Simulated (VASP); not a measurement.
Set up this calculation in VASP 6.6.1, as the native input.

* Task: G0W0 quasiparticle levels
* Functional: PBEsol
* Potentials or basis: VASP PAW PBE potentials, release 64 (Ba_sv_GW, H_GW)
* Cutoff: 500 eV
* k mesh: 4 × 4 × 2
* Occupations: gaussian, width 0.01 eV
* Spin: no spin polarisation
* Ladder: free
* GW scheme: G0W0
* GW iterations: 1
* Cutoff of the response function: 120
* Frequency points: 50
* Empty bands: 311
* Further INCAR settings: ALGO = EVGW0; EDIFF = 1e-08; NBANDS = 323

The system is BaH2.

```
Ba H
1.0
     4.46203    0.00000    0.00000
    -2.23101    3.86423    0.00000
     0.00000    0.00000    6.05529
Ba H
2 4
Direct
  0.33333 0.66667 0.25000
  0.66667 0.33333 0.75000
  0.00000 0.00000 0.00000
  0.00000 0.00000 0.50000
  0.66667 0.33333 0.25000
  0.33333 0.66667 0.75000
```

The cell comes from a database or a generator and needn't be the stable form of this composition.

These files were run (other wordings do the same):

POSCAR

```
BaH2
1.0
    4.4620250523      0.0000000000      0.0000000000
   -2.2310125262      3.8642270477      0.0000000000
    0.0000000000      0.0000000000      6.0552925900
Ba H
2 4
Direct
    0.3333333333      0.6666666667      0.2500000000
    0.6666666667      0.3333333333      0.7500000000
    0.0000000000      0.0000000000      0.0000000000
    0.0000000000      0.0000000000      0.5000000000
    0.6666666667      0.3333333333      0.2500000000
    0.3333333333      0.6666666667      0.7500000000
```

INCAR.step1

```
  ALGO = Normal
  EDIFF = 1E-8
  ENCUT = 500
  GGA = PS
  ISMEAR = 0
  KPAR = 4
  LASPH = T
  LCHARG = F
  LREAL = F
  LWAVE = T
  NELM = 60
  PREC = Accurate
  SIGMA = 0.01
```

INCAR.step2

```
  ALGO = Exact
  EDIFF = 1E-8
  ENCUT = 500
  GGA = PS
  ISMEAR = 0
  ISTART = 1
  KPAR = 4
  LASPH = T
  LCHARG = F
  LOPTICS = T
  LREAL = F
  LWAVE = T
  NBANDS = 323
  NELM = 1
  PREC = Accurate
  SIGMA = 0.01
```

INCAR.step3

```
  ALGO = EVGW0
  EDIFF = 1E-8
  ENCUT = 500
  ENCUTGW = 120
  GGA = PS
  ISMEAR = 0
  ISTART = 1
  KPAR = 4
  LASPH = T
  LCHARG = F
  LREAL = F
  LWAVE = F
  NBANDS = 323
  NBANDSGW = 20
  NELMGW = 1
  NOMEGA = 50
  PREC = Accurate
  PRECFOCK = Fast
  SIGMA = 0.01
```

KPOINTS

```
k-points
0
Gamma
  4 4 2
```

Potentials or basis: VASP PAW PBE potentials, release 64 (Ba_sv_GW, H_GW).

Launch:

```sh
$ cat potpaw_PBE.64/Ba_sv_GW/POTCAR potpaw_PBE.64/H_GW/POTCAR > POTCAR
$ cp INCAR.step1 INCAR
$ mpirun -np 4 vasp_std > vasp.out
$ cp INCAR.step2 INCAR
$ mpirun -np 4 vasp_std > vasp.out
$ cp INCAR.step3 INCAR
$ mpirun -np 4 vasp_std > vasp.out
```

It gave:

The band gap on the k mesh, mean-field level is 1.92 eV, indirect (least direct gap 2.78 eV), the quasiparticle gap is 3.49 eV and the least direct quasiparticle gap is 4.39 eV.

Caveat: the k mesh is coarse (spacing up to 0.52 Å⁻¹), so the values aren't converged; bands, screening cutoff and mesh are small and nothing is extrapolated, so the quasiparticle values aren't converged; spin-orbit coupling is left out, which moves the levels of the heavy elements.

Run time: 3.4 min on 4 MPI ranks on Intel(R) Xeon(R) Platinum 8559C (Emerald Rapids) (shared host), peak memory 1.6 GiB a rank.
